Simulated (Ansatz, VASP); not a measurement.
# Cross-check of Y between VASP and Ansatz, part 2 of 2

Aim: how closely do two programs agree when they are given the same cell, functional and k mesh? The cell is taken from a series of runs on this material, whose earlier steps may have relaxed, scaled, displaced or heated it; both programs get it as it stands.

VASP 6.6.1 and Ansatz 0.2.0.

So far: Set-up; VASP: relaxation of cell and atoms, PBE, pair 1; Ansatz: relaxation of cell and atoms, PBE, pair 1; Side by side.

## (5) VASP: relaxation of cell and atoms, PBE, pair 2

Level of this step: PBE; plane waves and PAW (Y_sv) (VASP).

The relaxed volume is the usual yardstick between codes: in a stiff, nearly cubic crystal its relative difference is about their pressure difference at one cell divided by the bulk modulus. This pair takes another cell of the material, with 2 atoms against 1 for the pair before.

INCAR reads:

```
SYSTEM = Y
PREC = Accurate
ENCUT = 500
EDIFF = 1E-07
NELM = 120
ISMEAR = 1
SIGMA = 0.2
LREAL = .FALSE.
ALGO = Normal
GGA = PE
NBANDS = 17
LASPH = .TRUE.
LORBIT = 11
LWAVE = .FALSE.
LCHARG = .FALSE.
ISIF = 3
IBRION = 2
NSW = 80
EDIFFG = -0.005
GGA_COMPAT = .FALSE.
NELMIN = 4
KPAR = 2
```

POSCAR reads:

```
Y
1.0
    3.6564220000      0.0000000000      0.0000000000
   -1.8282110000      3.1665540000      0.0000000000
    0.0000000000      0.0000000000      5.6745120000
Y
2
Direct
    0.6666666667      0.3333333333      0.7500000000
    0.3333333333      0.6666666667      0.2500000000
```

KPOINTS reads:

```
Automatic mesh
0
Gamma
15 15 8
0 0 0
```

PAW data sets: Y_sv (PBE family, release 64).

Run with:

```sh
$ mpirun -np 2 vasp_std
```

Numbers of over 12 decimals in the logs are rounded to 6 here.

What it wrote:

```text
[banner, memory and clock lines left out]
running    2 mpi-ranks, on    1 nodes
[...]
LDA part: xc-table for (Slater+PW92), standard interpolation
 POSCAR, INCAR and KPOINTS ok, starting setup
[...]
entering main loop
       N       E                     dE             d eps       ncg     rms          rms(c)
DAV:   1     0.865477934965E+02    0.86548E+02   -0.11102E+04  4590   0.119E+03
DAV:   2    -0.615820514212E+01   -0.92706E+02   -0.91457E+02  5827   0.262E+02
DAV:   3    -0.130899375158E+02   -0.69317E+01   -0.68770E+01  8242   0.437E+01
DAV:   4    -0.132586903758E+02   -0.16875E+00   -0.16867E+00  5535   0.719E+00
[...]
DAV:  13    -0.128664901216E+02   -0.18879E-05   -0.38830E-06  5772   0.172E-02    0.298E-03
DAV:  14    -0.128664902522E+02   -0.13059E-06   -0.10264E-07  4666   0.259E-03    0.375E-04
DAV:  15    -0.128664902497E+02    0.24925E-08   -0.14916E-08  3201   0.877E-04
   1 F= -.12866490E+02 E0= -.12865549E+02  d E =-.128665E+02
[...]
DAV:   7    -0.128665561351E+02   -0.52668E-05   -0.28039E-06  5482   0.130E-02    0.385E-03
DAV:   8    -0.128665563989E+02   -0.26380E-06   -0.61333E-07  5525   0.248E-03    0.174E-03
DAV:   9    -0.128665564601E+02   -0.61189E-07   -0.31668E-08  2712   0.101E-03
   2 F= -.12866556E+02 E0= -.12865645E+02  d E =-.662104E-04
 trial-energy change:   -0.000066  1 .order   -0.000067   -0.000166    0.000032
 step:   0.8338(harm=  0.8371)  dis= 0.00000  next Energy=   -12.866559 (dE=-0.689E-04)
[...]
N       E                     dE             d eps       ncg     rms          rms(c)
DAV:   1    -0.128666156149E+02   -0.59216E-04   -0.11621E-03  6803   0.215E-01    0.522E-02
DAV:   2    -0.128665691527E+02    0.46462E-04   -0.14145E-04  6153   0.737E-02    0.255E-02
DAV:   3    -0.128665580459E+02    0.11107E-04   -0.10396E-04  7064   0.490E-02    0.146E-02
DAV:   4    -0.128665588922E+02   -0.84634E-06   -0.84360E-06  5834   0.158E-02    0.679E-03
DAV:   5    -0.128665595978E+02   -0.70553E-06   -0.55074E-06  8210   0.858E-03    0.337E-03
DAV:   6    -0.128665595638E+02    0.33955E-07   -0.18670E-07  3801   0.221E-03
   3 F= -.12866560E+02 E0= -.12865643E+02  d E =-.693141E-04
[...]
reached required accuracy - stopping structural energy minimisation
```

OUTCAR, selected parts (step 5):

```text
  Total       -0.0019366     -0.0019366     -0.0043484      0.0000000      0.0000000      0.0000000
  in kB       -0.0473616     -0.0473616     -0.1063473      0.0000000      0.0000000      0.0000000
  external PRESSURE =      -0.0670235 kB  Pullay stress =       0.0000000 kB

 POSITION                                       TOTAL-FORCE (eV/Angst)
 -----------------------------------------------------------------------------------
      1.82651      1.05454      4.25148         0.000000     -0.000000      0.000000
     -0.00000      2.10908      1.41716        -0.000000      0.000000      0.000000
 -----------------------------------------------------------------------------------
    total drift:                                0.000000     -0.000000      0.000000

  FREE ENERGIE OF THE ION-ELECTRON SYSTEM (eV)
  ---------------------------------------------------
  free  energy   TOTEN  =       -12.8665595638 eV

  energy  without entropy=      -12.8638093702  energy(sigma->0) =      -12.86564283

[... 1 part as in an earlier step ...]

[... 3 further parts left out ...]
[key lines of the parts left out:]
E-fermi :   3.0083
```

## (6) Ansatz: relaxation of cell and atoms, PBE, pair 2

The same cell, functional, mesh and smearing now go to Ansatz, which takes its cutoff from its data sets.

The cell is taken from a series of runs on this material, whose earlier steps may have relaxed, scaled, displaced or heated it; both programs get it as it stands.

input.yaml reads:

```yaml
crystal:
  lattice:
    - [3.6564221298, 0.0, 0.0]
    - [-1.8282110649, 3.1665544514, 0.0]
    - [0.0, 0.0, 5.6745118258]
  atoms:
    - { symbol: "Y", position: [0.6666666667, 0.3333333333, 0.75] }
    - { symbol: "Y", position: [0.3333333333, 0.6666666667, 0.25] }
kpoints:
  mp_grid: { grid: [15, 15, 8] }
hamiltonian:
  xc: pbe
  pseudopotentials: { kind: paw, azcp: { folder: soft_1 } }
scf:
  occupations: { method: methfessel_paxton, width: 0.2 }
output:
  forces: true
  stress: true
  eigenvalues: true
relax:
  adjacent_minimum: "off"
  f_tol: 0.001
  max_steps: 60
  cell: { stress_tol: 0.01 }
```

Run with:

```sh
$ ansatz run input.yaml --threads 8 --pin off --max-ram 16384MiB --backend cpu --events-out ev --progress --plain --runs-dir out
```

What it wrote:

```text
[...]
Crystal: 2 atoms, lattice volume = 65.701 Å³
Basis set: ecut = 420 eV, 1255 PW (Γ), exchange–correlation on 50×50×80 points (8 copies of the dense FFT grid, shifted against one another)
Bands: 15, of which v1, the nominal top of the filled ones, is band 11 counted from 1 (10 counted from 0)
Symmetry: 24 space group operations
[...]
k-points: 135 of 1800
[...]
k-point 134: bands = [... 7 lower, -13.0665, 8.9877, 8.9877, 9.0062, 9.0062, 9.7802, 9.7802, 12.1430]
--- Relaxed structure (2 steps of the walk, 2 accepted, 1 SCFs on fresh bases) ---
[...]
cell:  # Å, volume = 65.6961 Å³
    - [3.656574, 0.0, 0.0]
    - [-1.828287, 3.166686, 0.0]
    - [0.0, 0.0, 5.673623]
  atoms:
    - { symbol: Y, position: [0.666667, 0.333333, 0.750000] }
    - { symbol: Y, position: [0.333333, 0.666667, 0.25] }
[key lines of the parts left out:]
SCF converged after 5 iterations
Free energy (F): -7697.382670 eV
Fermi energy:    9.370312 eV
P = ⅓ Tr σ = 0.0001 GPa (0.001 kbar)
```

## (7) Differences

Compared:

| quantity | Ansatz | VASP | difference |
| --- | --- | --- | --- |
| volume (Å³) | 65.70 | 65.51 | +0.28 % |
| edge a after relaxation, in the typed setting (Å) | 3.657 | 3.653 | +0.10 % |
| edge c after relaxation, in the typed setting (Å) | 5.674 | 5.669 | +0.09 % |

## (8) What came out

```json
{
 "difference in volume (relaxation of cell and atoms, PBE, pair 1)": "0.31 %",
 "difference in volume (relaxation of cell and atoms, PBE, pair 2)": "0.28 %"
}
```

What this shows: The difference in volume is 0.31 % (relaxation of cell and atoms, PBE, pair 1), within the 1.2 % picked in this series as the mark of a large difference, as far as the stopping tolerances let one tell. 1 further run of this series is not shown here. How closely two codes agree says nothing of how well the functional describes the real material.

[Lines on the potential files, build, host, timing and source positions are cut from VASP's logs without a mark.]

[Logs are printed without paths, hosts, clocks, repeated set-up lines and the standing remarks that a program may print on its own settings, such as how far it seeks lower states.]

[Hosts, paths, dates, database ids (printed as entryN), source tags and the programs' standing remarks are cut or masked in the printed files.]
